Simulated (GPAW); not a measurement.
Wanted: an ASE script for a GPAW 26.7.0 run.

```
Task                : relaxation of cell and atoms
Functional          : PBEsol
Potentials or basis : PAW data sets generated in the run's folder for this functional
Cutoff              : 800 eV
Basis               : pw
k mesh              : 10 × 10 × 10
Occupations         : fermi-dirac, width 0.05 eV
Spin                : no spin polarisation
Target pressure     : 10 GPa
Maxiter             : 150
Optimizer           : BFGS
Fmax                : 0.02 eV/Å
Max steps           : 60
Target pressure     : 10 GPa
Convergence         : density=1e-05 forces=0.0001
```

Crystal: ZrC.

```xyz
2
Lattice="0.0000 2.3650 2.3650 2.3650 0.0000 2.3650 2.3650 2.3650 0.0000" Properties=species:S:1:pos:R:3 pbc="T T T"
Zr    2.3650    2.3650    2.3650
C     0.0000    0.0000    0.0000
```

The input as run:

run.py

```python
from ase import Atoms
from ase.filters import FrechetCellFilter
from ase.io import write
from ase.optimize import BFGS
from ase.units import GPa
from gpaw import GPAW, PW, setup_paths

setup_paths.insert(0, '.')

atoms = Atoms(['Zr', 'C'],
              cell=[[0.0, 2.365, 2.365],
                    [2.365, 0.0, 2.365],
                    [2.365, 2.365, 0.0]],
              scaled_positions=[[0.5, 0.5, 0.5],
                                [0.0, 0.0, 0.0]],
              pbc=True)

calc = GPAW(mode=PW(800),
            xc='PBEsol',
            kpts={'size': (10, 10, 10), 'gamma': True},
            occupations={'name': 'fermi-dirac', 'width': 0.05},
            nbands=18,
            convergence={'density': 1e-05, 'forces': 0.0001},
            maxiter=150,
            txt='gpaw.txt')
atoms.calc = calc
opt = BFGS(FrechetCellFilter(atoms, scalar_pressure=10 * GPa), trajectory='relax.traj', logfile='-')
done = opt.run(fmax=0.02, steps=60)
calc.write('gs.gpw')
write('result.traj', atoms)
print('Converged:', done)
print('Cell:', atoms.cell.cellpar().round(4))
print('Volume:', round(atoms.get_volume(), 4))
print(atoms.get_scaled_positions().round(5))
```

Potentials or basis: PAW data sets generated in the run's folder for this functional, pw.

Run with:

```bash
$ gpaw-setup -f PBEsol C Zr
$ OMP_NUM_THREADS=1 python run.py
```

Results of the run:

| Quantity | Value |
| --- | --- |
| Relaxed volume | 12.19 Å³/atom |
| Relaxed cell | a = 3.255 Å, b = 3.255 Å, c = 3.255 Å, α = 60.00°, β = 60.00°, γ = 60.00° |
| Space group after relaxing (to 0.05 Å) | Fm-3m (No. 225) |
| Energy change on relaxing (the enthalpy is what falls) | -1.0 meV/atom |
| Ionic steps | 4 |
| Pressure after relaxing | 10.0 GPa |
| Band gap on the k mesh | none (metal or under the smearing width) |

Caveat: later steps reuse the first step's grids.

Wall time 47 s on 1 thread of Intel(R) Xeon(R) 6975P-C (Granite Rapids), on a shared host, peak memory 0.25 GiB.
